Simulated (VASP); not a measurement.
# SnO (Pm-3m) in VASP: G0W0 low-scaling quasiparticle levels with PBE

Aim: the G0W0 low-scaling quasiparticle levels of SnO with PBE.

All numbers are computed with VASP 6.6.1; they aren't measurements. Logs are shortened: lines on timing, memory, paths and dates and some standing lists are left out, and cuts for length are marked.

## Step 1: The crystal as given

Symmetry: Pm-3m, No. 221, cubic system. The conventional cell has a = 3.132 Å, b = 3.132 Å, c = 3.132 Å, α = 90.00°, β = 90.00°, γ = 90.00°. Sn (site symmetry m-3m) has 8 O at 2.71 Å as nearest neighbours. O (site symmetry m-3m) has 8 Sn at 2.71 Å as nearest neighbours.

The cell was built by a generator and needn't be a form met in nature.

## Step 2: G0W0 low-scaling quasiparticle levels, PBE

POSCAR reads:

```
SnO
1.0
    3.1319300000      0.0000000000      0.0000000000
    0.0000000000      3.1319300000      0.0000000000
    0.0000000000      0.0000000000      3.1319300000
Sn O
1 1
Direct
    0.0000000000      0.0000000000      0.0000000000
    0.5000000000      0.5000000000      0.5000000000
```

INCAR.step1 reads:

```
SYSTEM = SnO
PREC     = Accurate       ! precision mode
ENCUT    = 450            ! plane-wave cutoff, eV
EDIFF    = 1E-8           ! SCF threshold, eV
ISMEAR   = 0              ! smearing method
SIGMA    = 0.01           ! smearing width, eV
LREAL    = .FALSE.        ! projectors in reciprocal space
LASPH    = .TRUE.         ! aspherical terms in the spheres
NELM     = 60             ! most SCF steps
ALGO     = Fast           ! electronic algorithm
LWAVE    = .TRUE.         ! write WAVECAR
LCHARG   = .FALSE.        ! write CHGCAR
GGA      = PE             ! functional
```

INCAR.step2 reads:

```
SYSTEM = SnO
PREC     = Accurate       ! precision mode
ENCUT    = 450            ! plane-wave cutoff, eV
EDIFF    = 1E-8           ! SCF threshold, eV
ISMEAR   = 0              ! smearing method
SIGMA    = 0.01           ! smearing width, eV
LREAL    = .FALSE.        ! projectors in reciprocal space
LASPH    = .TRUE.         ! aspherical terms in the spheres
NELM     = 1              ! most SCF steps
ALGO     = Exact          ! electronic algorithm
LWAVE    = .TRUE.         ! write WAVECAR
LCHARG   = .FALSE.        ! write CHGCAR
GGA      = PE             ! functional
NBANDS   = 125            ! bands
LOPTICS  = .TRUE.         ! frequency-dependent dielectric function
ISTART   = 1
```

INCAR.step3 reads:

```
SYSTEM = SnO
PREC     = Accurate       ! precision mode
ENCUT    = 450            ! plane-wave cutoff, eV
EDIFF    = 1E-8           ! SCF threshold, eV
ISMEAR   = 0              ! smearing method
SIGMA    = 0.01           ! smearing width, eV
LREAL    = .FALSE.        ! projectors in reciprocal space
LASPH    = .TRUE.         ! aspherical terms in the spheres
ALGO     = EVGW0R         ! electronic algorithm
LWAVE    = .FALSE.        ! write WAVECAR
LCHARG   = .FALSE.        ! write CHGCAR
GGA      = PE             ! functional
NELMGW   = 1            
NBANDS   = 125            ! bands
ENCUTGW  = 200            ! cutoff of the response function
NOMEGA   = 16             ! frequency points
PRECFOCK = Fast         
ISTART   = 1            
NBANDSGW = 18
```

KPOINTS reads:

```
Automatic mesh
0
G
  3 3 3
  0 0 0
```

Potentials or basis: VASP PAW PBE potentials, release 64 (Sn_d_GW, O_GW).

Started as:

```sh
$ cat potpaw_PBE.64/Sn_d_GW/POTCAR potpaw_PBE.64/O_GW/POTCAR > POTCAR
$ cp INCAR.step1 INCAR
$ mpirun -np 1 vasp_std > vasp.out
$ cp INCAR.step2 INCAR
$ mpirun -np 1 vasp_std > vasp.out
$ cp INCAR.step3 INCAR
$ mpirun -np 1 vasp_std > vasp.out
```

OUTCAR:

```text
SYSTEM = SnO
   PREC = Accurate
   ENCUT = 450
   EDIFF = 1E-8
   ISMEAR = 0
   LREAL = .FALSE.
   LASPH = .TRUE.
   GGA = PE
   NELMGW = 1
   ENCUTGW = 200
   PRECFOCK = Fast
   ISTART = 1

 ion  position               nearest neighbor table
   1  0.000  0.000  0.000-
   2  0.500  0.500  0.500-

  LATTYP: Found a simple cubic cell.
 ALAT       =     3.1319300000

  Lattice vectors:

 A1 = (   3.1319300000,   0.0000000000,   0.0000000000)
 A2 = (   0.0000000000,   3.1319300000,   0.0000000000)
 A3 = (   0.0000000000,   0.0000000000,   3.1319300000)

Analysis of symmetry for initial positions (statically):
=====================================================================
 Subroutine PRICEL returns:
 Original cell was already a primitive cell.

 Routine SETGRP: Setting up the symmetry group for a
 simple cubic supercell.

 Subroutine GETGRP returns: Found 48 space group operations
 (whereof 48 operations were pure point group operations)
 out of a pool of 48 trial point group operations.

The static configuration has the point symmetry O_h .

Analysis of symmetry for dynamics (positions and initial velocities):
=====================================================================
 Subroutine PRICEL returns:
 Original cell was already a primitive cell.

 Routine SETGRP: Setting up the symmetry group for a
 simple cubic supercell.

 Subroutine GETGRP returns: Found 48 space group operations
 (whereof 48 operations were pure point group operations)
 out of a pool of 48 trial point group operations.

The dynamic configuration has the point symmetry O_h .

 Subroutine INISYM returns: Found 48 space group operations
 (whereof 48 operations are pure point group operations),
 and found     1 'primitive' translations

----------------------------------------------------------------------------------------

                                     Primitive cell

  volume of cell :      30.7211

  direct lattice vectors                    reciprocal lattice vectors
     3.131930000  0.000000000  0.000000000     0.319291938  0.000000000  0.000000000
     0.000000000  3.131930000  0.000000000     0.000000000  0.319291938  0.000000000
     0.000000000  0.000000000  3.131930000     0.000000000  0.000000000  0.319291938

  length of vectors
     3.131930000  3.131930000  3.131930000     0.319291938  0.319291938  0.319291938

  position of ions in fractional coordinates (direct lattice)
     0.000000000  0.000000000  0.000000000
     0.500000000  0.500000000  0.500000000

  ion indices of the primitive-cell ions
   primitive index   ion index
                 1           1
                 2           2

----------------------------------------------------------------------------------------

 KPOINTS: Automatic mesh

Automatic generation of k-mesh.
 Grid dimensions read from file:
 generate k-points for:    3    3    3

 Generating k-lattice:

  Cartesian coordinates                     Fractional coordinates (reciprocal lattice)
     0.106430646  0.000000000  0.000000000     0.333333333  0.000000000  0.000000000
     0.000000000  0.106430646  0.000000000     0.000000000  0.333333333  0.000000000
     0.000000000  0.000000000  0.106430646     0.000000000  0.000000000  0.333333333

  Length of vectors
     0.106430646  0.106430646  0.106430646

  Shift w.r.t. Gamma in fractional coordinates (k-lattice)
     0.000000000  0.000000000  0.000000000

 Subroutine IBZKPT returns following result:
 ===========================================

 Found      4 irreducible k-points:

 Following reciprocal coordinates:
            Coordinates               Weight
  0.000000  0.000000  0.000000      1.000000
  0.333333  0.000000  0.000000      6.000000
  0.333333  0.333333  0.000000     12.000000
  0.333333  0.333333  0.333333      8.000000
   k-points           NKPTS =      4   k-points in BZ     NKDIM =     27   number of bands    NBANDS=    125
   number of dos      NEDOS =    301   number of ions     NIONS =      2
   total plane-waves  NPLWV =  13824
   dimension x,y,z NGX =    24 NGY =   24 NGZ =   24
   dimension x,y,z NGXF=    48 NGYF=   48 NGZF=   48
   ions per type =               1   1
   NGX,Y,Z   is equivalent  to a cutoff of  12.74, 12.74, 12.74 a.u.
   NGXF,Y,Z  is equivalent  to a cutoff of  25.48, 25.48, 25.48 a.u.
 SYSTEM =  SnO
   PREC   = accura    normal or accurate (medium, high low for compatibility)
   ISTART =      1    job   : 0-new  1-cont  2-samecut
   ICHARG =      0    charge: 1-file 2-atom 10-const
   ISPIN  =      1    spin polarized calculation?
   LNONCOLLINEAR =      F non collinear calculations
   LSORBIT =      F    spin-orbit coupling
   LASPH  =      T    aspherical Exc in radial PAW
   ENCUT  =  450.0 eV  33.07 Ry    5.75 a.u.   5.42  5.42  5.42*2*pi/ulx,y,z
   NELM   =     60;   NELMIN=  2; NELMDL=  0     # of ELM steps
   EDIFF  = 0.1E-07   stopping-criterion for ELM
   LREAL  =      F    real-space projection
   EDIFFG = 0.1E-06   stopping-criterion for IOM
   NSW    =      0    number of steps for IOM
   IBRION =     -1    ionic relax: 0-MD 1-quasi-New 2-CG
   NFREE  =      0    steps in history (QN), initial steepest desc. (CG)
   ISIF   =      0    stress and relaxation
   ISYM   =      3    0-nonsym 1-usesym 2-fastsym
   POTIM  = 0.5000    time-step for ionic-motion
   TEBEG  =    0.0;   TEEND  =   0.0 temperature during run
   PSTRESS=    0.0 pullay stress
   NELECT =      20.0000    total number of electrons
   NUPDOWN=      -1.0000    fix difference up-down
   EMIN   =  10.00;   EMAX   =-10.00  energy-range for DOS
   EFERMI =   0.00;   METHOD = LEGACY
   ISMEAR =     0;   SIGMA  =   0.01  broadening in eV -4-tet -1-fermi 0-gaus
   EFERMI_NEDOS =   21; number of points for ismear=-14 and -15
   IALGO  =     38    algorithm
   IMIX   =      4    mixing-type and parameters
     AMIX     =   0.40;   BMIX     =  1.00
     AMIX_MAG =   1.60;   BMIX_MAG =  1.00
  volume/ion in A,a.u.               =      15.36       103.66
  Fermi-wavevector in a.u.,A,eV,Ry     =   1.418860  2.681256 27.390743  2.013163
  Thomas-Fermi vector in A             =   2.539941
   LORBIT       =      0    0 simple, 1 ext, 2 COOP (PROOUT), +10 PAW based schemes
   GGA     = PE    functional components
   LHFCALC =     T    Hartree Fock is set to
   PRECFOCK=fast      Normal, Fast or Accurate (Low or Medium for compatibility)
   ENCUT4O =  -1.0   cutoff for four orbital integrals eV
   NKREDX  =     1    reduce k-point grid by
   NKREDY  =     1    reduce k-point grid by
   NKREDZ  =     1    reduce k-point grid by
   AEXX    =    1.0000 exact exchange contribution
   HFSCREEN=    0.0000 screening length (either q_TF or 0.3 A-1)
   HFSCREENC=   0.0000 screening length for correlation (either q_TF or 0.3 A-1)
   ENCUTFOCK=  -1.0 apply spherical cutoff to Coloumb kernel
   IVDW    =     0    specifies the selected vdW correction
   LEPSILON=     F    determine dielectric tensor
   LRPA    =     F    only Hartree local field effects (RPA)
   LRPAFORCE           =     F    calculate RPA forces
   ENCUTGW             = 200.0    cutoff for response function in eV
   ENCUTGWSOFT         = 160.0    soft cutoff for Coulomb kernel in GW response function in eV
   ENCUTLF             =  -1.0    cutoff for local field effects
   NELMGW              =     1    number of iterations in solving QP/BSE equation
   NELMHF              =     1    number of iterations in the inner HF iteration
   NKREDLFX            =     1    NKREDLFY  =   1   NKREDLFZ  =   1
 non-spin polarized calculation
 Gauss-broadening in eV      SIGMA  =   0.01
  energy-cutoff  :      450.00
  volume of cell :       30.72
 maximum number of plane-waves:       691
 NGX is ok and might be reduce to    24
  NGX = 12; NGY = 12; NGZ = 12
   NGX = 11   NGY = 11   NGZ = 11
 maximum number of plane-waves:       203
 maximum number of plane-waves:     17941
 maximum number of plane-waves:      5377

      cutoff energy     smooth cutoff   RPA   correlation   Hartree contr. to MP2
---------------------------------------------------------------------------------
            200.000           160.000      -24.8759790786      -47.8249381513
            190.476           152.381      -24.7214575618      -47.5894304381
            181.406           145.125      -24.5554092714      -47.3324884276
            172.768           138.214      -24.3712099459      -47.0438919031
            164.541           131.632      -24.1641618566      -46.7151961603
            156.705           125.364      -23.9402053613      -46.3553175769
            149.243           119.394      -23.7029632336      -45.9711898560
            142.136           113.709      -23.4517438612      -45.5620599046
  linear regression
  converged value                          -27.0252774385      -51.2551628507

 QP shifts evaluated in KS or natural orbital/ Bruckner basis
 k-point   1 :       0.0000    0.0000    0.0000
 band No.  KS-energies   sigma(KS)    QP-e(linear)    Z         QP-e(zeros)     Z        occupation    Imag(E_QP)    QP_DIFF TAG

      1     -15.7948     -19.4889     -18.4388       0.7157     -18.2592       0.6138       2.0000       0.1512      -0.0000   2
      2     -15.7948     -19.4928     -18.4438       0.7163     -18.2643       0.6145       2.0000       0.1530      -0.0000   2
      3     -15.4451     -19.2509     -18.3249       0.7567     -18.2285       0.7049       2.0000      -0.5613       0.0000   2
      4     -15.4451     -19.2509     -18.3250       0.7567     -18.2286       0.7049       2.0000      -0.5613       0.0000   2
      5     -15.4451     -19.2511     -18.3251       0.7567     -18.2287       0.7050       2.0000      -0.5613       0.0000   2
      6     -11.9844     -12.3307     -12.2053       0.6378     -12.2048       0.6349       2.0000      -1.7999       0.0000   2
[... 10 lines left out ...]
     17      25.2998      25.5954      25.5287       0.7745      25.5284       0.7723       0.0000      -0.7792      -0.0000   2
     18      25.2998      25.5954      25.5287       0.7745      25.5285       0.7723       0.0000      -0.7792       0.0000   2

 k-point   2 :       0.3333    0.0000    0.0000
 band No.  KS-energies   sigma(KS)    QP-e(linear)    Z         QP-e(zeros)     Z        occupation    Imag(E_QP)    QP_DIFF TAG

      1     -15.7835     -19.4589     -18.4081       0.7141     -18.2345       0.6156       2.0000       0.0915       0.0000   2
      2     -15.6063     -19.4180     -18.4562       0.7477     -18.3170       0.6707       2.0000      -0.1054       0.0000   2
      3     -15.5102     -19.2968     -18.3737       0.7562     -18.2802       0.7059       2.0000      -0.6039       0.0000   2
      4     -15.5102     -19.2970     -18.3740       0.7563     -18.2804       0.7059       2.0000      -0.6039      -0.0000   2
      5     -15.4397     -19.2383     -18.3120       0.7561     -18.2161       0.7046       2.0000      -0.5646      -0.0000   2
      6     -11.4995     -11.8126     -11.6990       0.6373     -11.6986       0.6345       2.0000      -1.7021      -0.0000   2
[... 10 lines left out ...]
     17      23.2764      23.3910      23.3656       0.7782      23.3656       0.7778       0.0000      -1.0576      -0.0000   2
     18      23.2764      23.3909      23.3655       0.7782      23.3655       0.7778       0.0000      -1.0576       0.0000   2

 k-point   3 :       0.3333    0.3333    0.0000
 band No.  KS-energies   sigma(KS)    QP-e(linear)    Z         QP-e(zeros)     Z        occupation    Imag(E_QP)    QP_DIFF TAG

      1     -15.6903     -19.4399     -18.4253       0.7294     -18.2583       0.6355       2.0000       0.0849      -0.0000   2
      2     -15.6333     -19.3484     -18.4280       0.7523     -18.3389       0.7035       2.0000      -0.6676       0.0000   2
      3     -15.5022     -19.2888     -18.3626       0.7554     -18.2672       0.7040       2.0000      -0.5786       0.0000   2
      4     -15.4993     -19.2930     -18.3642       0.7552     -18.2665       0.7025       2.0000      -0.5515       0.0000   2
      5     -15.4892     -19.3026     -18.3500       0.7502     -18.2188       0.6780       2.0000      -0.1862      -0.0000   2
      6     -11.0572     -11.4055     -11.2801       0.6399     -11.2795       0.6367       2.0000      -1.6040      -0.0000   2
[... 10 lines left out ...]
     17      22.6844      22.8665      22.8247       0.7702      22.8245       0.7689       0.0000      -0.7305      -0.0000   2
     18      23.9901      24.1861      24.1458       0.7943      24.1458       0.7940       0.0000      -1.1556      -0.0000   2

 k-point   4 :       0.3333    0.3333    0.3333
 band No.  KS-energies   sigma(KS)    QP-e(linear)    Z         QP-e(zeros)     Z        occupation    Imag(E_QP)    QP_DIFF TAG

      1     -15.6139     -19.3434     -18.4202       0.7525     -18.3287       0.7025       2.0000      -0.6383       0.0000   2
      2     -15.5809     -19.3445     -18.4239       0.7554     -18.3328       0.7061       2.0000      -0.6440      -0.0000   2
      3     -15.5809     -19.3444     -18.4238       0.7554     -18.3327       0.7061       2.0000      -0.6440       0.0000   2
      4     -15.4823     -19.2909     -18.3294       0.7475     -18.1919       0.6716       2.0000      -0.1316       0.0000   2
      5     -15.4823     -19.2889     -18.3268       0.7472     -18.1890       0.6712       2.0000      -0.1307       0.0000   2
      6     -10.8223     -11.1397     -11.0252       0.6393     -11.0248       0.6364       2.0000      -1.5611      -0.0000   2
[... 10 lines left out ...]
     17      26.5695      27.0297      26.9368       0.7980      26.9365       0.7966       0.0000      -1.2493       0.0000   2
     18      26.5695      27.0295      26.9366       0.7980      26.9364       0.7966       0.0000      -1.2494       0.0000   2

  HF+RPA corr. energy TOTEN  =       -45.50213224 eV

  HF+E_corr(extrapolated)    =       -47.65143060 eV
```

Wall time 4.4 min (1 thread of Intel Xeon 6975P-C (Granite Rapids), shared host); peak memory 1.7 GiB.

What came out:

* Band gap on the k mesh, mean-field level: 3.21 eV, indirect (least direct gap 3.29 eV)
* Quasiparticle gap: 3.46 eV
* Least direct quasiparticle gap: 3.54 eV
* RPA correlation energy: -13.513 eV/atom
* RPA correlation energy per cell: -27.025 eV

Caveat: the k mesh is coarse (spacing up to 0.67 Å⁻¹), so the values aren't converged; bands, screening cutoff and mesh are small and nothing is extrapolated, so the quasiparticle values aren't converged; spin-orbit coupling is left out, which moves the levels of the heavy elements; an odd mesh through Γ misses points on the zone boundary, where band edges often lie.
